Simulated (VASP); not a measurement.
# BaS (Fm-3m) in VASP: notebook, part 2 of 2

VASP 6.6.1.

### 4 Relaxation of cell and atoms, PBE

This run uses another cell than the first one, of 32.58 Å³/atom, 0.928 times its volume.

The input, INCAR:

```
PREC = Accurate
ENCUT = 500
EDIFF = 1E-7
ISMEAR = 0
SIGMA = 0.01
LREAL = F
LASPH = T
NELM = 120
ALGO = Normal
ISIF = 3
LWAVE = F
LCHARG = F
GGA = PE
IBRION = 2
NSW = 80
EDIFFG = -0.02
GGA_COMPAT = F
NELMIN = 4
```

The input, KPOINTS:

```
regular mesh
0
Gamma
  4 4 4
```

The input, POSCAR:

```
BaS
1.0
    0.0000000000      3.1937500000      3.1937500000
    3.1937500000      0.0000000000      3.1937500000
    3.1937500000      3.1937500000      0.0000000000
Ba S
1 1
Direct
    0.0000000000      0.0000000000      0.0000000000
    0.5000000000      0.5000000000      0.5000000000
```

Potentials or basis: VASP PAW PBE potentials, release 64 (Ba_sv, S).

Started as:

```sh
cat potpaw_PBE.64/Ba_sv/POTCAR potpaw_PBE.64/S/POTCAR > POTCAR
mpirun -np 1 vasp_std > vasp.out
```

OUTCAR:

```text
PREC = Accurate
   ENCUT = 500
   EDIFF = 1E-7
   ISMEAR = 0
   LREAL = F
   LASPH = T
   NELM = 120
   ISIF = 3
   GGA = PE
   IBRION = 2
   NSW = 80
   EDIFFG = -0.02
   NELMIN = 4

 ion  position               nearest neighbor table
   1  0.000  0.000  0.000-   2 3.19   2 3.19   2 3.19   2 3.19   2 3.19   2 3.19
   2  0.500  0.500  0.500-   1 3.19   1 3.19   1 3.19   1 3.19   1 3.19   1 3.19

  LATTYP: Found a face centered cubic cell.
 ALAT       =     6.3875000000

  Lattice vectors:

 A1 = (   0.0000000000,   3.1937500000,   3.1937500000)
 A2 = (   3.1937500000,   0.0000000000,   3.1937500000)
 A3 = (   3.1937500000,   3.1937500000,   0.0000000000)

Analysis of symmetry for initial positions (statically):
=====================================================================
 Subroutine PRICEL returns:
 Original cell was already a primitive cell.

 Routine SETGRP: Setting up the symmetry group for a
 face centered cubic supercell.

 Subroutine GETGRP returns: Found 48 space group operations
 (whereof 48 operations were pure point group operations)
 out of a pool of 48 trial point group operations.

The static configuration has the point symmetry O_h .

Analysis of symmetry for dynamics (positions and initial velocities):
=====================================================================
 Subroutine PRICEL returns:
 Original cell was already a primitive cell.

 Routine SETGRP: Setting up the symmetry group for a
 face centered cubic supercell.

 Subroutine GETGRP returns: Found 48 space group operations
 (whereof 48 operations were pure point group operations)
 out of a pool of 48 trial point group operations.

[... 89 lines left out ...]
   ISIF   =      3    stress and relaxation
   ISYM   =      2    0-nonsym 1-usesym 2-fastsym
   POTIM  = 0.5000    time-step for ionic-motion
   TEBEG  =    0.0;   TEEND  =   0.0 temperature during run
   PSTRESS=    0.0 pullay stress
   NELECT =      16.0000    total number of electrons
   NUPDOWN=      -1.0000    fix difference up-down
   EMIN   =  10.00;   EMAX   =-10.00  energy-range for DOS
   EFERMI =   0.00;   METHOD = LEGACY
   ISMEAR =     0;   SIGMA  =   0.01  broadening in eV -4-tet -1-fermi 0-gaus
   EFERMI_NEDOS =   21; number of points for ismear=-14 and -15
   IALGO  =     38    algorithm
   IMIX   =      4    mixing-type and parameters
     AMIX     =   0.40;   BMIX     =  1.00
     AMIX_MAG =   1.60;   BMIX_MAG =  1.00
  volume/ion in A,a.u.               =      32.58       219.84
  Fermi-wavevector in a.u.,A,eV,Ry     =   1.025189  1.937326 14.299891  1.051012
  Thomas-Fermi vector in A             =   2.159016
   LORBIT       =      0    0 simple, 1 ext, 2 COOP (PROOUT), +10 PAW based schemes
   GGA     = PE    functional components
   LHFCALC =     F    Hartree Fock is set to
   AEXX    =    0.0000 exact exchange contribution
   IVDW    =     0    specifies the selected vdW correction
   LEPSILON=     F    determine dielectric tensor
   LRPA    =     F    only Hartree local field effects (RPA)
 conjugate gradient relaxation of ions
 non-spin polarized calculation
 Gauss-broadening in eV      SIGMA  =   0.01
  energy-cutoff  :      500.00
  volume of cell :       65.15
 maximum number of plane-waves:      1676
 NGX is ok and might be reduce to    36
   NGX = 17   NGY = 17   NGZ = 17

--------------------------------------- Ionic step        1  -------------------------------------------

 number of electron      16.0000001 magnetization

 Free energy of the ion-electron system (eV)
  ---------------------------------------------------
  ext. energy  EPLUGINS =         0.00000000
  ---------------------------------------------------
  free energy    TOTEN  =       -10.17950536 eV

  energy without entropy =      -10.17950536  energy(sigma->0) =      -10.17950536

------------------------ aborting loop because EDIFF is reached ----------------------------------------

  FORCE on cell =-STRESS in cart. coord.  units (eV):
  Direction    XX          YY          ZZ          XY          YZ          ZX
  --------------------------------------------------------------------------------------
  -------------------------------------------------------------------------------------
  Total        0.5953751      0.5953751      0.5953751      0.0000000     -0.0000000      0.0000000
  in kB       14.6409240     14.6409240     14.6409240      0.0000000     -0.0000000      0.0000000
  external PRESSURE =      14.6409240 kB  Pullay stress =       0.0000000 kB
[... 59 lines left out ...]
--------------------------------------- Ionic step        3  -------------------------------------------

 number of electron      16.0000001 magnetization

 Free energy of the ion-electron system (eV)
  ---------------------------------------------------
  ext. energy  EPLUGINS =         0.00000000
  ---------------------------------------------------
  free energy    TOTEN  =       -10.18914058 eV

  energy without entropy =      -10.18914058  energy(sigma->0) =      -10.18914058

 E-fermi :   1.3432     XC(G=0):  -8.4889

 val. band max:        1.2931201180   @ k =   0.0000   0.0000   0.0000
 cond. band min:       3.4479149379   @ k =   0.5000   0.5000   0.0000
 fundamental gap:      2.1547948200
 Fermi energy:         1.3432455861

 k-point     1 :       0.0000    0.0000    0.0000
  band No.  band energies     occupation
      1     -24.8951      2.00000
      2      -9.9531      2.00000
      3      -9.9531      2.00000
      4      -9.9531      2.00000
      5      -9.0167      2.00000
      6       1.2931      2.00000
      7       1.2931      2.00000
      8       1.2931      2.00000
      9       4.7314      0.00000
     10       5.1496      0.00000
     11       5.1496      0.00000
     12       5.1496      0.00000
[... 132 lines left out ...]
  FREE ENERGIE OF THE ION-ELECTRON SYSTEM (eV)
  ---------------------------------------------------
  free  energy   TOTEN  =       -10.1891405776 eV

  energy  without entropy=      -10.1891405776  energy(sigma->0) =      -10.18914058

 reached required accuracy - stopping structural energy minimisation
```

OSZICAR:

```text
N       E                     dE             d eps       ncg     rms          rms(c)
DAV:   1     0.843679522591E+02    0.84368E+02   -0.68050E+03   192   0.112E+03
DAV:   2    -0.602166783752E+01   -0.90390E+02   -0.84029E+02   252   0.191E+02
DAV:   3    -0.105607531906E+02   -0.45391E+01   -0.45059E+01   256   0.469E+01
[... 27 lines left out ...]
DAV:   4    -0.101890984946E+02   -0.16527E-04   -0.16745E-04   284   0.982E-02    0.665E-02
DAV:   5    -0.101891319784E+02   -0.33484E-04   -0.74075E-05   292   0.601E-02    0.282E-02
DAV:   6    -0.101891402098E+02   -0.82314E-05   -0.39006E-06   268   0.159E-02    0.198E-03
DAV:   7    -0.101891405451E+02   -0.33529E-06   -0.29337E-07   248   0.414E-03    0.815E-04
DAV:   8    -0.101891405776E+02   -0.32527E-07   -0.79389E-08   176   0.273E-03
   3 F= -.10189141E+02 E0= -.10189141E+02  d E =-.963522E-02
```

CONTCAR:

```text
BaS
   1.00000000000000
    -0.0000000000000000    3.2288199336237331    3.2288199336237331
     3.2288199336237331   -0.0000000000000000    3.2288199336237331
     3.2288199336237331    3.2288199336237331    0.0000000000000000
  Ba              S
     1     1
Direct
     0.0000000000000000    0.0000000000000000    0.0000000000000000
     0.5000000000000000    0.5000000000000000    0.5000000000000000

  0.00000000E+00  0.00000000E+00  0.00000000E+00
  0.00000000E+00  0.00000000E+00  0.00000000E+00
```

Wall time 50 s (1 thread of Intel Xeon 8259CL, shared host); peak memory 0.2 GiB.

Results:

| Quantity | Value |
| --- | --- |
| Free energy | -10.1891 eV |
| Relaxed volume | 33.66 Å³/atom |
| Relaxed cell | a = 4.566 Å, b = 4.566 Å, c = 4.566 Å, α = 60.00°, β = 60.00°, γ = 60.00° |
| Space group after relaxing (to 0.05 Å) | Fm-3m (No. 225) |
| Energy gained by relaxing | 4.8 meV/atom |
| Ionic steps | 3 |
| Pressure after relaxing | 0.0 GPa |
| Band gap on the k mesh | 2.15 eV, indirect (least direct gap 2.31 eV) |

Step by step:
```
step  energy change (eV)  largest force (eV/Å)  pressure (GPa)  volume (Å³)
   1              0.0000                0.0000            1.46        65.15
   2             -0.0088                0.0000           -0.40        68.00
   3             -0.0096                0.0000            0.00        67.32
```

Final structure:
```
Ba S
1.0
     0.00000    3.22882    3.22882
     3.22882    0.00000    3.22882
     3.22882    3.22882    0.00000
Ba S
1 1
Cartesian
  0.0000 0.0000 0.0000
  3.2288 3.2288 3.2288
```

Levels at points of the mesh, in eV from the valence-band top:
```csv
k point,band 6,band 7,band 8,band 9,band 10,band 11
"(0.00, 0.00, 0.00)",0.00,0.00,0.00,3.44,3.86,3.86
"(0.50, 0.00, 0.00)",-1.87,-1.03,-1.03,5.43,5.59,6.18
"(0.50, 0.50, 0.00)",-0.56,-0.15,-0.15,2.15,5.82,5.84
```

Caveat: the k points lie up to 0.42 Å⁻¹ apart in the final cell; spin-orbit coupling is left out, which moves the levels of the heavy elements. Zero-point motion and thermal expansion aren't in these numbers.

### 5 Overview

```csv
task,cell,gap on the mesh (eV),pressure (GPa)
single point,"a = 4.631 Å, angles 60.0°, 2 atoms",2.21,-1.6
relaxation of cell and atoms,"relaxed to -2 GPa from a = 4.517 Å, angles 60.0°, 2 atoms",2.23,-2.0
relaxation of cell and atoms,"relaxed from a = 4.517 Å, angles 60.0°, 2 atoms",2.15,0.0
```

Alike in all rows: level PBE; potentials or basis VASP PAW PBE potentials, release 64 (Ba_sv, S); no spin polarisation; k mesh 4 × 4 × 4; cutoff (eV) 500; smearing gaussian 0.01 eV.

Caveats: some runs use coarse meshes; spin-orbit coupling is left out, which moves the levels of the heavy elements; the cell is relaxed towards a set pressure, so the enthalpy falls and the energy may rise (some runs).

Total energies depend on the potentials used, so only differences within one code and one set of settings carry meaning.

### 6 How close it comes

Step 2. Measured gap of BaS: 3.806 eV (indirect; 2 K; a printed reference work, monograph, original work of 1988). This calculation gives 2.21 eV (-1.59 eV). Spin-orbit coupling on Ba is left out. The value is that of PBE on a finite k mesh, which can miss the band edges, without temperature or zero-point motion. Semilocal functionals fall short of measured gaps as a rule.
